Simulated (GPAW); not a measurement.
# C K ELNES/XANES of rock-salt (TiC)₁₋ₓ(ZrC)ₓ at x = 1 from DFT, part 2 of 2

What does the C K edge look like in rock-salt (TiC)₁₋ₓ(ZrC)ₓ at x = 1?

GPAW 26.7.0; X-ray absorption from dipole matrix elements to empty bands, plane-wave PAW PBE.

So far. Step 2 (The field without a hole): The mesh shows no gap, so the system is treated as a metal and the core electron is put at the Fermi level (neutral cell).

## Step 4: Spectrum with XCH, C atom 2

The holes are 6.6 Å apart. In GPAW the data set carries the hole's charge, so charge=0 means a charged cell and charge=-1 a neutral one. The excited electron is kept in the cell, where it fills the lowest empty states and screens the hole. After the field has converged, empty bands are computed with the density fixed and the dipole matrix elements are summed.

The absorber has 6 Zr at 2.35 Å (octahedral).

xas.py

```python
import numpy as np
from ase import Atoms
from ase.parallel import parprint, paropen
from gpaw import GPAW, PW, FermiDirac, Mixer, MixerDif, setup_paths
from gpaw.test import gen
setup_paths.insert(0, '.')
gen('C', name='fch1s', xcname='PBE', corehole=(1, 0, 1), write_xml=True)
from gpaw.mpi import world
world.barrier()

atoms = Atoms('ZrCZrCZrCZrCZrCZrCZrCZrC',
    cell=[[0, 4.7, 4.7],
     [4.7, 0, 4.7],
     [4.7, 4.7, 0]],
    scaled_positions=[[0, 0, 0],
     [0.75, 0.25, 0.25],
     [0, 0, 0.5],
     [0.75, 0.25, 0.75],
     [0, 0.5, 0],
     [0.75, 0.75, 0.25],
     [0, 0.5, 0.5],
     [0.75, 0.75, 0.75],
     [0.5, 0, 0],
     [0.25, 0.25, 0.25],
     [0.5, 0, 0.5],
     [0.25, 0.25, 0.75],
     [0.5, 0.5, 0],
     [0.25, 0.75, 0.25],
     [0.5, 0.5, 0.5],
     [0.25, 0.75, 0.75]],
    pbc=True)
atoms.calc = calc = GPAW(legacy_gpaw=True, mode=PW(500, force_complex_dtype=True), xc='PBE', setups={1: 'fch1s'},
    kpts={'size': (4, 4, 4), 'gamma': True}, occupations=FermiDirac(0.1),
    charge=-1, mixer=Mixer(0.1, 5, 50), maxiter=150,
    convergence={'density': 0.0001, 'eigenstates': 1e-6}, txt='scf.txt')
energy = atoms.get_potential_energy() + calc.get_reference_energy()
ef = calc.get_fermi_level()
out = dict(energy=energy, fermi=ef, forces=atoms.get_forces().tolist())
parprint(f'all-electron energy {energy:.4f} eV, Fermi level {ef:.4f} eV')
ev = np.array([[calc.get_eigenvalues(k, s) for k in range(len(calc.get_ibz_k_points()))] for s in range(calc.get_number_of_spins())])
out['homo'], out['lumo'], out['counts'] = ev[ev < ef].max(), ev[ev > ef].min(), sorted(set((ev < ef).sum((0, 2)).tolist()))
out['filled'] = (ev[:, 0] < ef).sum(1).tolist()

from ase.units import Ha
from gpaw.xas import dipole_matrix_elements
nb = int(calc.get_number_of_electrons() / 2) + 148
top, nb = nb, nb + 8 + nb // 12
nscf = calc.fixed_density(kpts={'size': (6, 6, 6), 'gamma': True}, nbands=nb,
    convergence={'bands': top, 'eigenstates': 5e-3}, maxiter=60, txt='nscf.txt')
cell = atoms.cell.array
ops = [cell.T @ U.T @ np.linalg.inv(cell.T) for U in nscf.wfs.kd.symmetry.op_scc]
E = np.arange(-6, 30, 0.1)
fwhm = np.interp(E, [4, 25], [0.9, 3.5])
Y, X, zero, highest = 0, 0, 1e9, 1e9
for spin in range(nscf.get_number_of_spins()):
    wfs = nscf.wfs
    mine = wfs.bd.get_slice()  # this rank's bands
    A = dipole_matrix_elements(wfs.setups[1])
    eps = np.zeros((wfs.kd.nibzkpts, nb))
    d = np.zeros((3, A.shape[1], wfs.kd.nibzkpts, nb), complex)
    for kpt in wfs.kpt_u:
        if kpt.s == spin and 1 in kpt.P_ani:
            eps[kpt.k, mine] = kpt.eps_n * Ha
            d[:, :, kpt.k, mine] = (kpt.weight * wfs.nspins / 2) ** 0.5 * np.inner(A, kpt.P_ani[1])
    world.sum(eps)
    world.sum(d)
    T = np.einsum('amkn,bmkn->abkn', d, d.conj()).real
    T = sum(np.einsum('ai,ijkn,bj->abkn', R, T, R) for R in ops) / len(ops)
    empty = eps > ef
    zero, highest = min(zero, eps[empty].min()), min(highest, eps[:, top - 1].min())
    lines = [(eps, T, empty)] if spin == 0 else lines + [(eps, T, empty)]
for eps, T, empty in lines:
    f = np.einsum('aakn->akn', T).reshape(3, -1)
    x = eps.ravel() - zero
    w = np.interp(x, E, fwhm) / 2.35482
    g = np.exp(-0.5 * ((E[:, None] - x) / w) ** 2) / (w * (2 * np.pi) ** 0.5)
    Y = Y + (f * empty.ravel()) @ g.T
    X = X + (f * ~empty.ravel()) @ g.T
out.update(E=E.round(2).tolist(), xas=Y.tolist(), xes=X.tolist(), zero=zero, valid=highest - zero, nk=len(eps), nb=nb)
for i in range(0, len(E), 10):
    parprint(f'{E[i]:7.2f}', *(f'{v:10.3e}' for v in Y[:, i]))
import json
with paropen('out.json', 'w') as f:
    json.dump(out, f)
```

Command:

```bash
OMP_NUM_THREADS=1 mpirun -n 4 gpaw python xas.py
```

Numbers of over 12 decimals in the logs are rounded to 6 here.

Output:

```text
Input parameters:
  charge: -1
  convergence: {density: 0.0001,
                eigenstates: 1e-06}
  kpts: {gamma: True,
         size: (4, 4, 4)}
  maxiter: 150
  mixer: {backend: pulay,
          beta: 0.1,
          method: separate,
          nmaxold: 5,
          weight: 50}
  mode: {ecut: 500.0,
         force_complex_dtype: True,
         name: pw}
  occupations: {fixmagmom: False,
                name: fermi-dirac,
                width: 0.1}
  setups: {1: fch1s}
  xc: PBE

Initialize ...

[... PAW data sets ...]

Reference energy: -791065.222924  # eV

Spin-paired calculation

[... convergence settings ...]
Symmetries present (total): 8
  [... symmetry matrices ...]

64 k-points: 4 x 4 x 4 Monkhorst-Pack grid + [1/8,1/8,1/8]
13 k-points in the irreducible part of the Brillouin zone
       k-points in crystal coordinates                weights
   0:     0.00000000    0.00000000    0.00000000          1/64
   1:     0.00000000    0.25000000    0.25000000          2/64
   2:     0.00000000    0.50000000    0.50000000          1/64
   3:     0.25000000    0.25000000    0.00000000          4/64
   4:     0.25000000    0.25000000    0.25000000          8/64
   5:     0.25000000    0.50000000   -0.25000000          4/64
   6:     0.25000000    0.50000000    0.25000000          8/64
   7:     0.25000000    0.50000000    0.50000000          8/64
   8:     0.50000000    0.25000000   -0.25000000          2/64
   9:     0.50000000    0.25000000    0.25000000          4/64
          ...
  12:     0.50000000    0.50000000    0.50000000          4/64

Wave functions: Plane wave expansion
  Cutoff energy: 500.000 eV
  Number of coefficients (min, max): 5209, 5297
  Pulay-stress correction: 0.000000 eV/Ang^3 (de/decut=0.000000)
  Using FFTW library
  Wavefunction extrapolation:
    Improved wavefunction reuse through dual PAW basis

Occupation numbers: Fermi-Dirac:
  width: 0.1000  # eV

Eigensolver
   Davidson(niter=2)

Densities:
  Coarse grid: 35*35*35 grid
  Fine grid: 70*70*70 grid
  Total Charge: 0.000000

Density mixing:
  Method: separate
  Backend: pulay
  Linear mixing parameter: 0.1
  old densities: 5
  Width of damping distribution: 1.1
  Damping of long wavelength oscillations: 50

[... Hamiltonian set-up ...]
Number of atoms: 16
Number of atomic orbitals: 136
Number of bands in calculation: 82
Number of valence electrons: 129
Bands to converge: occupied

... initialized

Initializing position-dependent things.

Density initialized from atomic densities
Creating initial wave functions:
  82 bands from LCAO basis set

                             C
                      C

                       C
                C     Zr   C

              Zr    C
                Zr    C

         Zr   C     Zr
             Zr

              Zr
       Zr

Atomic positions and initial magnetic moments

Positions:
   0 Zr     0.000000    0.000000    0.000000    ( 0.0000,  0.0000,  0.0000)
   1 C      2.350000    4.700000    4.700000    ( 0.0000,  0.0000,  0.0000)
   2 Zr     2.350000    2.350000    0.000000    ( 0.0000,  0.0000,  0.0000)
   3 C      4.700000    7.050000    4.700000    ( 0.0000,  0.0000,  0.0000)
   4 Zr     2.350000    0.000000    2.350000    ( 0.0000,  0.0000,  0.0000)
   5 C      4.700000    4.700000    7.050000    ( 0.0000,  0.0000,  0.0000)
   6 Zr     4.700000    2.350000    2.350000    ( 0.0000,  0.0000,  0.0000)
[...]
13 C      4.700000    2.350000    4.700000    ( 0.0000,  0.0000,  0.0000)
  14 Zr     4.700000    4.700000    4.700000    ( 0.0000,  0.0000,  0.0000)
  15 C      7.050000    4.700000    4.700000    ( 0.0000,  0.0000,  0.0000)

Unit cell:
           periodic     x           y           z      points  spacing
  1. axis:    yes    0.000000    4.700000    4.700000    35     0.1551
  2. axis:    yes    4.700000    0.000000    4.700000    35     0.1551
  3. axis:    yes    4.700000    4.700000    0.000000    35     0.1551

  Lengths:   6.646804   6.646804   6.646804
  Angles:   60.000000  60.000000  60.000000

Effective grid spacing dv^(1/3) = 0.1692

iter:   1  -187.800170
iter:   2  -174.657558   -0.42  -0.87
iter:   3  -163.346130   +0.07  -0.99
iter:   4  -163.435551   -1.13  -1.45
iter:   5  -163.636284   -1.77  -1.45
iter:   6  -163.766036   -0.98  -1.48
iter:   7  -163.427556   -1.65  -2.00
iter:   8  -163.431938   -2.58  -2.12
iter:   9  -163.417680c  -3.16  -2.64
iter:  10  -163.417049c  -3.03  -2.61
iter:  11  -163.416187c  -4.20  -3.08
iter:  12  -163.415668c  -4.20  -3.26
iter:  13  -163.415616c  -5.33  -3.49
iter:  14  -163.415688c  -4.78  -3.69
iter:  15  -163.415612c  -5.92  -3.85
iter:  16  -163.415584c  -5.76  -4.12c
iter:  17  -163.415593c  -6.77c -4.10c

Converged after 17 iterations.

Dipole moment: (-0.086220, 0.000000, 0.000000) |e|*Ang

Energy contributions relative to reference atoms: (reference = -791065.222924)

Kinetic:       +118.842201
Potential:     -140.740496
External:        +0.000000
XC:            -143.996032
Entropy (-ST):   -0.107732
Local:           +2.532599
SIC:             +0.000000
--------------------------
Free energy:   -163.469459
Extrapolated:  -163.415593

Showing only first 2 kpts
 Kpt  Band  Eigenvalues  Occupancy
  0    62     10.57970    1.65006
  0    63     10.57970    1.65006
  0    64     11.29690    0.00721
  0    65     11.29690    0.00721

  1    62      9.99447    1.99878
  1    63     10.41863    1.91872
  1    64     10.41865    1.91871
[...]
Fermi level: 10.73478

No gap
No difference between direct/indirect transitions

Forces in eV/Ang:
  0 Zr   -0.14388   -0.00000   -0.00000
  1 C     0.00024    0.00000    0.00000
  2 Zr    0.00000    0.14389    0.00000
  3 C     0.00000   -0.00001    0.00000
  4 Zr    0.00000    0.00000    0.14389
  5 C     0.00000    0.00000   -0.00001
  6 Zr    0.00001    0.00000    0.00000
[...]
13 C     0.00000    0.00001    0.00000
 14 Zr    0.14389    0.00000    0.00000
 15 C    -0.00000    0.00000    0.00000
Scalar-relativistic atomic PBE calculation for C (Carbon, Z=6)
Core hole in 1s state (1s occupation: 1.0)
300 radial gridpoints.
|------------------------------------------------|
|------------------------------------------------|
[... the atom generator's iteration count ...]

Energy contributions:
-------------------------
Kinetic:      +26.485384
XC:            -3.485579
Potential:    -49.578981
-------------------------
Total:        -26.579177

state      eigenvalue         ekin         rmax
-----------------------------------------------
1s^1.0 :   -12.360196    17.354082        0.168
2s^2.0 :    -1.099219     2.380344        1.061
2p^2.0 :    -0.784094     2.185307        0.924
-----------------------------------------------
(units: Bohr and Hartree)

Generating PAW setup
Kinetic energy of the core from tauc = 17.362309
Cutoffs:
rc(s)=1.200
rc(p)=1.200
rc(d)=1.200
rc(vbar)=1.080
rc(comp)=1.200
rc(nct)=1.200

Kinetic energy of the core states: 17.354082
Charge: 1.0
Core electrons: 1.0
Valence electrons: 4.0
Pseudo-core charge: 0.009353
Shape function alpha=6.944
Pseudo-electron charge 3.959458
state    eigenvalue         norm
--------------------------------
2s(2) :    -1.099219     1.082315
*s    :    -0.099219
2p(2) :    -0.784094     0.892738
*p    :     0.215906
*d    :     0.000000
--------------------------------

Diagonalizing with gridspacing h=0.050

state   all-electron     PAW
-------------------------------
2s:      -1.099219    -1.100079
2p:      -0.784094    -0.785584
*d:                   -0.070724
*f:                   -0.014625
-------------------------------
all-electron energy -791228.6385 eV, Fermi level 10.7348 eV
[...]
27.00  3.024e-04  3.024e-04  3.024e-04
  28.00  2.615e-04  2.615e-04  2.615e-04
  29.00  1.931e-04  1.931e-04  1.931e-04
```

The job ended after 5.6 min (4 MPI ranks of Arm Neoverse V1, shared host; peak memory 0.65 GiB; 22 min of CPU time).

The C K spectrum, C atom 2, excited-electron core hole (neutral cell) (energy from the lowest empty level; intensity scaled to a mean of 1 over the first 20 eV):

```tsv
E (eV)	intensity
-2.0	0.00
-1.5	0.00
-1.0	0.01
-0.5	0.10
0.0	0.42
0.5	0.73
1.0	0.83
1.5	0.90
2.0	1.09
2.5	1.27
3.0	1.37
3.5	1.58
4.0	2.09
4.5	2.07
5.0	1.25
5.5	0.76
6.0	0.63
6.5	0.77
7.0	1.15
7.5	1.47
8.0	1.65
8.5	1.77
9.0	1.72
9.5	1.52
10.0	1.32
10.5	1.19
11.0	1.12
11.5	1.11
12.0	1.18
12.5	1.27
13.0	1.29
13.5	1.15
14.0	0.92
14.5	0.68
15.0	0.52
15.5	0.45
16.0	0.42
16.5	0.38
17.0	0.33
17.5	0.29
18.0	0.27
18.5	0.29
19.0	0.32
19.5	0.34
20.0	0.35
20.5	0.35
21.0	0.36
21.5	0.39
22.0	0.46
22.5	0.54
23.0	0.63
23.5	0.73
24.0	0.83
24.5	0.94
25.0	1.07
25.5	1.19
26.0	1.30
26.5	1.36
27.0	1.36
27.5	1.29
28.0	1.18
28.5	1.03
29.0	0.87
29.5	0.72
```

Main maxima below 24 eV (height): 4.2 eV (2.22), 8.6 eV (1.77) and 12.8 eV (1.30). A K edge sees empty p states; the first features are C p mixed into the empty d states of the Zr neighbours, and the broad ones above probably into the cations' higher empty bands.

The total-energy difference is 287.91 eV. One term is added: -6.71 eV, since the hole is spin-paired here and a spin-polarised one costs that much less in the free atom (computed apart). The photon energy is then 281.20 eV. The functional leaves an error of a few eV in such absolute values.

## Step 5: What came out

```yaml
absorber_and_edge: C K, atom 2 of the ground-state input (counted from 1)
surroundings: 6 Zr at 2.35 Å (octahedral)
highest_intensity_below_16_ev: 4.2 eV above the zero, height 2.22
photon_energy_of_the_zero_with_the_added_terms: 281.2 eV (raw 287.9 eV; uncertain by a few eV)
```

In words: The C K edge of atom 2, with 6 Zr at 2.35 Å (octahedral), has its highest intensity of the first 16 eV at 4.2 eV above the zero, near 285 eV in photon energy (uncertain by a few eV), 2.2 times the mean level of the first 20 eV (Gaussian full width 0.9 eV up to 4 eV, rising linearly to 3.5 eV at 25 eV).

[Banner, clock and machine lines of the logs are left out without a mark of their own.]

[Logs are printed without paths, hosts, clocks, repeated set-up lines and the standing remarks that a program may print on its own settings, such as how far it seeks lower states.]

[Hosts, paths, dates, database ids (printed as entryN), source tags and the programs' standing remarks are cut or masked in the printed files.]

[Lists of maxima count a maximum above −3 eV only where it reaches 4 % of the highest in the window and stands out from its surroundings by 2 % of it (1.5 % where it reaches 55 %); shoulders and weaker maxima are passed over, and of the rest the first, up to two pre-edge ones and the few strongest are named.]
